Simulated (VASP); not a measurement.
## Ta: equilibrium volume by level of theory

Symmetry: P6_3/mmc, No. 194, hexagonal system. Conventional cell: a = 2.942 Å, b = 2.942 Å, c = 4.804 Å, α = 90.00°, β = 90.00°, γ = 120.00°. Ta (site symmetry -6m2) is surrounded by 12 Ta at 2.94 Å.

This isn't the form of Ta at room conditions, which is bcc.

| rung | level | program and potentials | cutoff (eV) | k mesh | smearing | equilibrium volume (Å³/atom) | notes |
| --- | --- | --- | --- | --- | --- | --- | --- |
| LDA | LDA | VASP, LDA PAW files Ta_pv, 600 eV | 600 | 18 × 18 × 10 | gaussian 0.1 | 17.74 | 11 valence electrons an atom on average |
| GGA | PBE | VASP, PBE PAW files Ta_pv, 600 eV | 600 | 18 × 18 × 10 | gaussian 0.1 | 18.74 | 11 valence electrons an atom on average |
| GGA + dispersion | PBE+D3(BJ) | VASP, PBE PAW files Ta_pv, 600 eV | 600 | 18 × 18 × 10 | gaussian 0.1 | 18.19 | 11 valence electrons an atom on average |
| GGA | PBEsol | VASP, PBE PAW files Ta, 580 eV | 580 | 18 × 18 × 10 | gaussian 0.1 | 17.99 | potentials made for PBE; 5 valence electrons an atom on average |
| GGA | PBEsol | VASP, PBE PAW files Ta_pv, 300 eV | 300 | 18 × 18 × 10 | gaussian 0.1 | 18.07 | potentials made for PBE; 11 valence electrons an atom on average |
| GGA | PBEsol | VASP, PBE PAW files Ta_pv, 600 eV | 600 | 6 × 6 × 4 | gaussian 0.1 | 18.04 | coarse mesh; potentials made for PBE; 11 valence electrons an atom on average |
| GGA | PBEsol | VASP, PBE PAW files Ta_pv, 600 eV | 600 | 18 × 18 × 10 | gaussian 0.1 | 18.13 | potentials made for PBE; 11 valence electrons an atom on average |
| GGA | RPBE | VASP, PBE PAW files Ta_pv, 600 eV | 600 | 18 × 18 × 10 | gaussian 0.1 | 19.06 | potentials made for PBE; 11 valence electrons an atom on average |

Task: relaxation of cell and atoms. All rows: no spin polarisation. Smearing widths are in eV. For a metal such meshes aren't converged. Meshes differ between rows, which moves values too. Meshes are those of the run's cell of 2 atoms unless a note names another. Relaxations start from the cell shown or near it and stop with a little pressure left. Runs on faulty files, with rough fits or with known faults for this quantity aren't shown. No row holds spin-orbit coupling.

By rung: LDA 17.74; GGA 17.99 to 19.06; GGA + dispersion 18.19; GGA on coarse meshes 18.04 (Å³/atom).
